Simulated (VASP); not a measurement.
# ZnS: optical spectrum of independent particles, by functional

ZnS, F-43m (no. 216), 2 atoms in the cell.

| Functional | ε at zero frequency, electronic | Mean energy of the absorption, weighted by Im ε (eV) | Refractive index at 1064 nm | Direct gap on the mesh (eV) | Time (s) |
|---|---|---|---|---|---|
| PBE | 6.34 | 6.83 | 2.58 | 2.11 | 13 |
| LDA | 6.75 | 6.63 | 2.68 | 1.88 | 11 |
| PBEsol | 6.59 | 6.72 | 2.64 | 1.97 | 13 |
| r2SCAN | 5.62 | 7.35 | 2.41 | 2.67 | 75 |
| TB-mBJ | 4.60 | 8.04 | 2.17 | 3.69 | 79 |
| RPBE | 6.11 | 6.94 | 2.52 | 2.28 | 13 |

Limits: rows 1, 2, 3, 4, 6: the 8×8×8 mesh is coarse for a spectrum: peaks stand apart that a denser mesh merges, and ε at zero frequency can be far too high; the pull between electron and hole is left out; rows 1, 2, 3, 4, 6: the onset follows the functional's gap, which semilocal functionals usually make too small; row 5: the 8×8×8 mesh is coarse for a spectrum: peaks stand apart that a denser mesh merges.

## Input of the first row

INCAR:
```
ALGO     = Normal         # electronic algorithm
CSHIFT   = 0.1          
EDIFF    = 1E-7           # SCF threshold, eV
ENCUT    = 320            # plane-wave cutoff, eV
GGA      = PE             # functional
ISMEAR   = 0              # smearing method
KPAR     = 4            
LASPH    = T              # aspherical terms in the spheres
LCHARG   = F              # write CHGCAR
LOPTICS  = T              # frequency-dependent dielectric function
LWAVE    = T              # write WAVECAR
NBANDS   = 25             # bands
NEDOS    = 2000           # points of the DOS
PREC     = Accurate       # precision mode
SIGMA    = 0.02           # smearing width, eV
```

KPOINTS:
```
k-points
0
Gamma
  8 8 8
```

POSCAR:
```
ZnS
1.0
    0.0000000000      2.7020000000      2.7020000000
    2.7020000000      0.0000000000      2.7020000000
    2.7020000000      2.7020000000      0.0000000000
Zn S
1 1
Direct
    0.7500000000      0.7500000000      0.7500000000
    0.0000000000      0.0000000000      0.0000000000
```

Commands:
```
cat potpaw_PBE.64/Zn/POTCAR potpaw_PBE.64/S/POTCAR > POTCAR
mpirun -np 4 vasp_std > vasp.out
```

Changes of the last row against the first:
```
- GGA = PE
+ GGA = RP
```

VASP 6.6.1 took 13 s on 4 cores (AMD EPYC 7R43 (Zen 3)), a shared host.
